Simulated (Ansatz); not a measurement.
# Response to strain in ZnGeP2

Start from ZnGeP2 in the chalcopyrite structure (space group I-42d, No. 122; a = 5.424 Å, c = 10.710 Å). Axes: x, y, z lie along a, b, c of the conventional cell.

Strains are applied to the cell and any free atomic positions relax.

Level of theory: DFT with PBEsol, PAW potentials and a 420 eV plane-wave cutoff in Ansatz (an electronic-structure program), spin-orbit coupling left out.

Notes on the quantities. pressure: mean of the normal stresses, compression positive; energy relative to the base: free energy F.

```json
[
 {"variant": "base", "pressure": "0.00 GPa", "band gap": "1.07 eV", "electron mass": "–", "energy relative to the base": "0 meV/atom", "width of the top valence band": "1.50 eV"},
 {"variant": "uniaxial strain ε_zz = +0.75 %", "pressure": "-0.62 GPa", "band gap": "1.09 eV", "electron mass": "0.91 mₑ along x, 0.26 mₑ along y, 0.27 mₑ along z (off the special points)", "energy relative to the base": "+0.4 meV/atom", "width of the top valence band": "1.44 eV"},
 {"variant": "uniaxial strain ε_zz = +1.50 %", "pressure": "?", "band gap": "?", "electron mass": "0.93 mₑ along x, 0.27 mₑ across (off the special points)", "energy relative to the base": "?", "width of the top valence band": "?"},
 {"variant": "uniaxial strain ε_zz = +2.25 %", "pressure": "-1.77 GPa", "band gap": "1.09 eV", "electron mass": "0.92 mₑ along x, 0.27 mₑ across (off the special points)", "energy relative to the base": "+4.0 meV/atom", "width of the top valence band": "1.38 eV"}
]
```

Fill in the withheld entries from the trend.


- uniaxial strain ε_zz = +1.50 %, pressure: -1.21 GPa
- uniaxial strain ε_zz = +1.50 %, band gap: 1.11 eV
- uniaxial strain ε_zz = +1.50 %, energy relative to the base: +1.8 meV/atom
- uniaxial strain ε_zz = +1.50 %, width of the top valence band: 1.40 eV

Masses are band curvatures over ±0.01 Å⁻¹ around the edge. Whether these cells are dynamically stable was not tested.
